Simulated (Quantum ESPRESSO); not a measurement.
Crystal: GaN.

```xyz
4
Lattice="3.1800 0.0000 0.0000 -1.5900 2.7540 0.0000 0.0000 0.0000 5.1660" Properties=species:S:1:pos:R:3 pbc="T T T"
Ga    1.5900    0.9180    2.5830
Ga    0.0000    1.8360    0.0000
N     1.5900    0.9180    4.5203
N     0.0000    1.8360    1.9373
```

Base run:

- Program: Quantum ESPRESSO 7.5
- Functional: AM05
- Potentials or basis: GBRV 1.5 PBE
- Cutoff: 762 eV
- Density cutoff: 6095 eV
- k mesh: 6 × 6 × 4, shifted
- Occupations: fermi-dirac, width 0.05 eV
- Spin: no spin polarisation

Its results: pressure 1.8 GPa; largest force 0.135 eV/Å; electronic dielectric tensor (diagonal) 6.12, 6.12, 5.78.

Question: After a change of settings the same cell gave: pressure 14.0 GPa; largest force 0.132 eV/Å; electronic dielectric tensor (diagonal) 5.85, 5.85, 5.57. Which change was it?
A. functional from AM05 to BLYP
B. functional from AM05 to PBEsol; potentials or basis from GBRV 1.5 PBE to GBRV 1.5 PBEsol
C. functional from AM05 to LDA; potentials or basis from GBRV 1.5 PBE to GBRV 1.5 LDA
D. functional from AM05 to WC

Answer: A.

BLYP binds less tightly than AM05, so the same cell stands under more pressure.

Caveats: the potentials were made for another functional, which shifts forces and pressure; the cell is more than 3 GPa from zero pressure, which shifts response properties (some runs).

Runs at the PBE level aren't shown here.
